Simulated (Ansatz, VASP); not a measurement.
**PbS in VASP and in Ansatz**

File INCAR:

```
SYSTEM = PbS
PREC = Accurate ; ENCUT = 520
EDIFF = 1E-7 ; ISMEAR = 0
SIGMA = 0.05 ; LREAL = .False.
LASPH = .True. ; NELM = 80
ALGO = Normal ; ISIF = 2
LWAVE = .False. ; LCHARG = .False.
GGA = PE ; NBANDS = 17
```

The input KPOINTS:

```
regular mesh
0
Gamma
  10 10 10
  0 0 0
```

POSCAR

```
PbS
1.0
    0.0593000000      2.8506399500      2.8506399500
    2.9099399500      0.0000000000      2.9099399500
    2.9099399500      2.9099399500      0.0000000000
Pb S
1 1
Direct
    0.0000000000      0.0000000000      0.0000000000
    0.5000000000      0.5000000000      0.5000000000
```

Input for Ansatz:

```yaml
crystal:
  lattice:
    - [0.0593, 2.85063995, 2.85063995]
    - [2.90993995, 0.0, 2.90993995]
    - [2.90993995, 2.90993995, 0.0]
  atoms:
    - { symbol: Pb, position: [0.0, 0.0, 0.0] }
    - { symbol: S, position: [0.5, 0.5, 0.5] }
basis:
  ecutwfc: 420
kpoints:
  mp_grid: { grid: [10, 10, 10] }
hamiltonian:
  xc: pbe
scf:
  occupations: { method: gaussian, width: 0.05 }
output:
  forces: true
  stress: true
  eigenvalues: true
```

Alike in both runs: task single point; functional PBE; k mesh 10 × 10 × 10; occupations gaussian, width 0.05 eV; no spin polarisation.

```csv
,VASP,Ansatz
version,VASP 6.6.1,Ansatz 0.2.0
potentials or method,"VASP PAW PBE potentials, release 64 (Pb_d, S)","scalar-relativistic, plane waves, PAW"
plane-wave cutoff (eV),520,420
valence electrons in the cell,20,20
```

VASP gave:

```
gap on the k mesh at the Fermi level (eV)       : none
pressure (GPa)                                  : 8.6
largest component of the traceless stress (GPa) : 0.31
```

Problem. What did Ansatz give for the same quantities?

Solution. gap on the k mesh at the Fermi level (eV): none; pressure (GPa): 8.7; largest component of the traceless stress (GPa): 0.31.

A gap of «none» marks a metal or a gap that the smearing closes.

The runs have no spin-orbit coupling, so splittings on Pb are missing.
